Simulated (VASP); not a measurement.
# AlAs (F-43m) in VASP: a series of runs, part 2 of 2

VASP 6.6.1.

## 5. Relaxation of cell and atoms, PBEsol

This run uses another cell than the first one, of 22.93 Å³/atom, 1.011 times its volume.

The input, INCAR:

```
SYSTEM = AlAs
PREC = Accurate ; ENCUT = 600
EDIFF = 1E-7 ; ISMEAR = 0
SIGMA = 0.03 ; LREAL = .False.
LASPH = .True. ; NELM = 80
ALGO = Normal ; ISIF = 3
LWAVE = .False. ; LCHARG = .False.
GGA = PS ; IBRION = 2
NSW = 90 ; EDIFFG = -0.005
```

The input, KPOINTS:

```
regular mesh
0
Gamma
  8 8 8
  0 0 0
```

The input, POSCAR:

```
AlAs                                    
1.0
    0.0000000000      2.8408844733      2.8408844733
    2.8408844733      0.0000000000      2.8408844733
    2.8408844733      2.8408844733     -0.0000000000
  Al              As            
     1     1
Direct
     0.0000000000000000    0.0000000000000000    0.0000000000000000
     0.2500000000000000    0.2500000000000000    0.2500000000000000
```

Potentials or basis: VASP PAW PBE potentials, release 64 (Al, As).

On the command line:

```
> cat potpaw_PBE.64/Al/POTCAR potpaw_PBE.64/As/POTCAR > POTCAR
> mpirun -np 1 vasp_std > vasp.out
```

OUTCAR:

```text
SYSTEM = AlAs
   PREC = Accurate
   ENCUT = 600
   EDIFF = 1E-7
   ISMEAR = 0
   LREAL = .False.
   LASPH = .True.
   NELM = 80
   ISIF = 3
   GGA = PS
   IBRION = 2
   NSW = 90
   EDIFFG = -0.005

 ion  position               nearest neighbor table
   1  0.000  0.000  0.000-   2 2.46   2 2.46   2 2.46   2 2.46
   2  0.250  0.250  0.250-   1 2.46   1 2.46   1 2.46   1 2.46

  LATTYP: Found a face centered cubic cell.
 ALAT       =     5.6817689466

  Lattice vectors:

 A1 = (   0.0000000000,   2.8408844733,   2.8408844733)
 A2 = (   2.8408844733,   0.0000000000,   2.8408844733)
 A3 = (   2.8408844733,   2.8408844733,   0.0000000000)

Analysis of symmetry for initial positions (statically):
=====================================================================
 Subroutine PRICEL returns:
 Original cell was already a primitive cell.

 Routine SETGRP: Setting up the symmetry group for a
 face centered cubic supercell.

 Subroutine GETGRP returns: Found 24 space group operations
 (whereof 24 operations were pure point group operations)
 out of a pool of 48 trial point group operations.

The static configuration has the point symmetry T_d .

Analysis of symmetry for dynamics (positions and initial velocities):
=====================================================================
 Subroutine PRICEL returns:
 Original cell was already a primitive cell.

 Routine SETGRP: Setting up the symmetry group for a
 face centered cubic supercell.

 Subroutine GETGRP returns: Found 24 space group operations
 (whereof 24 operations were pure point group operations)
 out of a pool of 48 trial point group operations.

The dynamic configuration has the point symmetry T_d .

 Subroutine INISYM returns: Found 24 space group operations
 (whereof 24 operations are pure point group operations),
 and found     1 'primitive' translations

----------------------------------------------------------------------------------------

                                     Primitive cell

  volume of cell :      45.8554

  direct lattice vectors                    reciprocal lattice vectors
     0.000000000  2.840884473  2.840884473    -0.176001525  0.176001525  0.176001525
     2.840884473  0.000000000  2.840884473     0.176001525 -0.176001525  0.176001525
     2.840884473  2.840884473  0.000000000     0.176001525  0.176001525 -0.176001525

  length of vectors
     4.017617351  4.017617351  4.017617351     0.304843584  0.304843584  0.304843584

  position of ions in fractional coordinates (direct lattice)
     0.000000000  0.000000000  0.000000000
     0.250000000  0.250000000  0.250000000

  ion indices of the primitive-cell ions
   primitive index   ion index
                 1           1
                 2           2

----------------------------------------------------------------------------------------

 KPOINTS: regular mesh

Automatic generation of k-mesh.
 Grid dimensions read from file:
 generate k-points for:    8    8    8

 Generating k-lattice:

  Cartesian coordinates                     Fractional coordinates (reciprocal lattice)
    -0.022000191  0.022000191  0.022000191     0.125000000  0.000000000  0.000000000
     0.022000191 -0.022000191  0.022000191     0.000000000  0.125000000  0.000000000
     0.022000191  0.022000191 -0.022000191     0.000000000  0.000000000  0.125000000

  Length of vectors
     0.038105448  0.038105448  0.038105448

  Shift w.r.t. Gamma in fractional coordinates (k-lattice)
     0.000000000  0.000000000  0.000000000

 Subroutine IBZKPT returns following result:
 ===========================================

 Found     29 irreducible k-points:

 Following reciprocal coordinates:
            Coordinates               Weight
  0.000000  0.000000  0.000000      1.000000
  0.125000  0.000000  0.000000      8.000000
  0.250000  0.000000  0.000000      8.000000
  0.375000  0.000000  0.000000      8.000000
  0.500000  0.000000  0.000000      4.000000
  0.125000  0.125000  0.000000      6.000000
[... 16 lines left out ...]
  0.500000  0.250000  0.125000     48.000000
 -0.375000  0.250000  0.125000     24.000000
 [... further k-points ...]
   k-points           NKPTS =     29   k-points in BZ     NKDIM =     29   number of bands    NBANDS=      8
   number of dos      NEDOS =    301   number of ions     NIONS =      2
   total plane-waves  NPLWV =  32768
   dimension x,y,z NGX =    32 NGY =   32 NGZ =   32
   dimension x,y,z NGXF=    64 NGYF=   64 NGZF=   64
   ions per type =               1   1
   NGX,Y,Z   is equivalent  to a cutoff of  13.24, 13.24, 13.24 a.u.
   NGXF,Y,Z  is equivalent  to a cutoff of  26.48, 26.48, 26.48 a.u.
 SYSTEM =  AlAs
   PREC   = accura    normal or accurate (medium, high low for compatibility)
   ISTART =      0    job   : 0-new  1-cont  2-samecut
   ICHARG =      2    charge: 1-file 2-atom 10-const
   ISPIN  =      1    spin polarized calculation?
   LNONCOLLINEAR =      F non collinear calculations
   LSORBIT =      F    spin-orbit coupling
   LASPH  =      T    aspherical Exc in radial PAW
   ENCUT  =  600.0 eV  44.10 Ry    6.64 a.u.   8.02  8.02  8.02*2*pi/ulx,y,z
   NELM   =     80;   NELMIN=  2; NELMDL= -5     # of ELM steps
   EDIFF  = 0.1E-06   stopping-criterion for ELM
   LREAL  =      F    real-space projection
   EDIFFG = -.5E-02   stopping-criterion for IOM
   NSW    =     90    number of steps for IOM
   IBRION =      2    ionic relax: 0-MD 1-quasi-New 2-CG
   NFREE  =      1    steps in history (QN), initial steepest desc. (CG)
   ISIF   =      3    stress and relaxation
   ISYM   =      2    0-nonsym 1-usesym 2-fastsym
   POTIM  = 0.5000    time-step for ionic-motion
   TEBEG  =    0.0;   TEEND  =   0.0 temperature during run
   PSTRESS=    0.0 pullay stress
   NELECT =       8.0000    total number of electrons
   NUPDOWN=      -1.0000    fix difference up-down
   EMIN   =  10.00;   EMAX   =-10.00  energy-range for DOS
   EFERMI =   0.00;   METHOD = LEGACY
   ISMEAR =     0;   SIGMA  =   0.03  broadening in eV -4-tet -1-fermi 0-gaus
   EFERMI_NEDOS =   21; number of points for ismear=-14 and -15
   IALGO  =     38    algorithm
   IMIX   =      4    mixing-type and parameters
     AMIX     =   0.40;   BMIX     =  1.00
     AMIX_MAG =   1.60;   BMIX_MAG =  1.00
  volume/ion in A,a.u.               =      22.93       154.72
  Fermi-wavevector in a.u.,A,eV,Ry     =   0.914762  1.728649 11.385202  0.836789
  Thomas-Fermi vector in A             =   2.039426
   LORBIT       =      0    0 simple, 1 ext, 2 COOP (PROOUT), +10 PAW based schemes
   GGA     = PS    functional components
   LHFCALC =     F    Hartree Fock is set to
   AEXX    =    0.0000 exact exchange contribution
   IVDW    =     0    specifies the selected vdW correction
   LEPSILON=     F    determine dielectric tensor
   LRPA    =     F    only Hartree local field effects (RPA)
 conjugate gradient relaxation of ions
 non-spin polarized calculation
 Gauss-broadening in eV      SIGMA  =   0.03
  energy-cutoff  :      600.00
  volume of cell :       45.86
 maximum number of plane-waves:      1543
   NGX = 17   NGY = 17   NGZ = 17

 number of electron       8.0000001 magnetization

 Free energy of the ion-electron system (eV)
  ---------------------------------------------------
  ext. energy  EPLUGINS =         0.00000000
  ---------------------------------------------------
  free energy    TOTEN  =       -10.06494903 eV

  energy without entropy =      -10.06494903  energy(sigma->0) =      -10.06494903

 E-fermi :   3.8682     XC(G=0):  -9.1529

 val. band max:        3.7083619083   @ k =   0.0000   0.0000   0.0000
 cond. band min:       5.0464248150   @ k =   0.5000   0.5000   0.0000
 fundamental gap:      1.3380629067
 Fermi energy:         3.8681568577

 k-point     1 :       0.0000    0.0000    0.0000
  band No.  band energies     occupation
      1      -8.1168      2.00000
      2       3.7084      2.00000
      3       3.7084      2.00000
      4       3.7084      2.00000
      5       5.6018      0.00000
      6       7.9525      0.00000
      7       7.9525      0.00000
      8       7.9525      0.00000
[... 243 lines left out ...]
 k-point    24 :      -0.3750    0.2500    0.1250
  band No.  band energies     occupation
      1      -6.4568      2.00000
      2      -1.5329      2.00000
      3       1.0196      2.00000
      4       2.1723      2.00000
      5       7.2938      0.00000
      6       7.8606      0.00000
      7      10.3076      0.00000
      8      11.2383      0.00000

 [... further k-points ...]

------------------------ aborting loop because EDIFF is reached ----------------------------------------

  FORCE on cell =-STRESS in cart. coord.  units (eV):
  Direction    XX          YY          ZZ          XY          YZ          ZX
  --------------------------------------------------------------------------------------
  -------------------------------------------------------------------------------------
  Total        0.0003260      0.0003260      0.0003260      0.0000000      0.0000000      0.0000000
  in kB        0.0113907      0.0113907      0.0113907      0.0000000      0.0000000      0.0000000
  external PRESSURE =       0.0113907 kB  Pullay stress =       0.0000000 kB

 VOLUME and BASIS-vectors are now :
 -----------------------------------------------------------------------------
  energy-cutoff  :      600.00
  volume of cell :       45.86
      direct lattice vectors                 reciprocal lattice vectors
     0.000000000  2.840884473  2.840884473    -0.176001525  0.176001525  0.176001525
     2.840884473  0.000000000  2.840884473     0.176001525 -0.176001525  0.176001525
     2.840884473  2.840884473  0.000000000     0.176001525  0.176001525 -0.176001525

 POSITION                                       TOTAL-FORCE (eV/Angst)
 -----------------------------------------------------------------------------------
      0.00000      0.00000      0.00000         0.000000      0.000000      0.000000
      1.42044      1.42044      1.42044        -0.000000     -0.000000     -0.000000
 -----------------------------------------------------------------------------------
    total drift:                                0.000000      0.000000      0.000000

  FREE ENERGIE OF THE ION-ELECTRON SYSTEM (eV)
  ---------------------------------------------------
  free  energy   TOTEN  =       -10.0649490296 eV

  energy  without entropy=      -10.0649490296  energy(sigma->0) =      -10.06494903

 reached required accuracy - stopping structural energy minimisation
```

OSZICAR:

```text
N       E                     dE             d eps       ncg     rms          rms(c)
DAV:   1     0.142141309638E+02    0.14214E+02   -0.32310E+03   464   0.833E+02
DAV:   2    -0.971217829853E+01   -0.23926E+02   -0.22875E+02   640   0.903E+01
DAV:   3    -0.103269753349E+02   -0.61480E+00   -0.61480E+00   576   0.194E+01
DAV:   4    -0.103301754817E+02   -0.32001E-02   -0.32001E-02   736   0.160E+00
DAV:   5    -0.103301808669E+02   -0.53852E-05   -0.53852E-05   576   0.560E-02    0.324E+00
DAV:   6    -0.101130132177E+02    0.21717E+00   -0.41979E-01   504   0.290E+00    0.184E+00
DAV:   7    -0.100667004340E+02    0.46313E-01   -0.18647E-01   616   0.206E+00    0.659E-01
DAV:   8    -0.100648483952E+02    0.18520E-02   -0.98039E-03   464   0.598E-01    0.928E-02
DAV:   9    -0.100648962010E+02   -0.47806E-04   -0.32694E-04   672   0.138E-01    0.508E-02
DAV:  10    -0.100649474828E+02   -0.51282E-04   -0.58854E-05   568   0.552E-02    0.619E-03
DAV:  11    -0.100649490684E+02   -0.15856E-05   -0.74549E-06   624   0.152E-02    0.313E-03
DAV:  12    -0.100649490180E+02    0.50339E-07   -0.12426E-06   568   0.622E-03    0.149E-03
DAV:  13    -0.100649490296E+02   -0.11584E-07   -0.38337E-08   288   0.143E-03
   1 F= -.10064949E+02 E0= -.10064949E+02  d E =-.100649E+02
```

It took 22 s on 1 thread of AMD EPYC 7R43 (Zen 3), shared host; peak memory 0.15 GiB.

Results:

```
Free energy             : -10.0649 eV
Pressure after relaxing : 0.0 GPa
Band gap on the k mesh  : 1.34 eV, indirect (least direct gap 1.89 eV)
```

Final structure:
```
Al As
1.0
     0.00000    2.84088    2.84088
     2.84088    0.00000    2.84088
     2.84088    2.84088    0.00000
Al As
1 1
Direct
  0.00000 0.00000 0.00000
  0.25000 0.25000 0.25000
```

Levels at points of the mesh, in eV from the valence-band top:
```
           k point  band 1  band 2  band 3  band 4  band 5  band 6  band 7  band 8
(0.00, 0.00, 0.00)  -11.83    0.00    0.00    0.00    1.89    4.24    4.24    4.24
(0.50, 0.00, 0.00)  -10.42   -5.55   -0.82   -0.82    2.04    4.62    4.62    7.56
(0.50, 0.50, 0.00)   -9.88   -5.40   -2.16   -2.16    1.34    2.22   10.20   10.20
```

Caveat: the relaxation stopped at its first step, so nothing moved; the PAW data sets were made with another functional, which shifts forces and pressure a little. A hybrid or GW would open this gap; PBEsol tends to underestimate it.

## 6. Relaxation of cell and atoms, PBEsol

The input, INCAR:

```
SYSTEM = AlAs
PREC = Accurate
ENCUT = 600
EDIFF = 1E-6
ISMEAR = 0
SIGMA = 0.03
LREAL = .False.
LASPH = .True.
NELM = 80
ALGO = Normal
ISIF = 3
LWAVE = .False.
LCHARG = .False.
GGA = PS
IBRION = 2
NSW = 90
EDIFFG = -0.01
KPAR = 2
```

KPOINTS is that of step 5.

The input, POSCAR:

```
AlAs
1.0
    0.0000000000      2.8304000000      2.8304000000
    2.8304000000      0.0000000000      2.8304000000
    2.8304000000      2.8304000000      0.0000000000
Al As
1 1
Direct
    0.0000000000      0.0000000000      0.0000000000
    0.2500000000      0.2500000000      0.2500000000
```

Potentials or basis: VASP PAW PBE potentials, release 64 (Al, As).

On the command line:

```
> cat potpaw_PBE.64/Al/POTCAR potpaw_PBE.64/As/POTCAR > POTCAR
> mpirun -np 2 vasp_std > vasp.out
```

Run time: 8.1 s. Hardware: 2 MPI ranks of Intel Xeon Platinum 8559C (Emerald Rapids), shared host; peak memory 0.18 GiB.

It converged, with:

- Free energy: -10.0649 eV
- Relaxed volume: 22.93 Å³/atom
- Relaxed cell: a = 4.018 Å, b = 4.018 Å, c = 4.018 Å, α = 60.00°, β = 60.00°, γ = 60.00°
- Space group after relaxing (to 0.05 Å): F-43m (No. 216)
- Energy gained by relaxing: 0.6 meV/atom
- Ionic steps: 3
- Pressure after relaxing: 0.0 GPa
- Band gap on the k mesh: 1.34 eV, indirect (least direct gap 1.89 eV)

Step by step:
```
step  energy change (eV)  largest force (eV/Å)  pressure (GPa)  volume (Å³)
   1              0.0000                0.0000            0.82        45.35
   2             -0.0010                0.0000           -0.41        46.12
   3             -0.0013                0.0000            0.00        45.86
```

Final structure:
```
CELL_PARAMETERS angstrom
0.00000 2.84088 2.84088
2.84088 0.00000 2.84088
2.84088 2.84088 0.00000
ATOMIC_POSITIONS crystal
Al 0.00000 0.00000 0.00000
As 0.25000 0.25000 0.25000
```

Levels at points of the mesh, in eV from the valence-band top:
```
           k point  band 2  band 3  band 4  band 5  band 6  band 7
(0.00, 0.00, 0.00)    0.00    0.00    0.00    1.89    4.24    4.24
(0.50, 0.00, 0.00)   -5.55   -0.82   -0.82    2.04    4.62    4.62
(0.50, 0.50, 0.00)   -5.40   -2.16   -2.16    1.34    2.22   10.20
```

Caveat: the PAW data sets were made with another functional, which shifts forces and pressure a little.
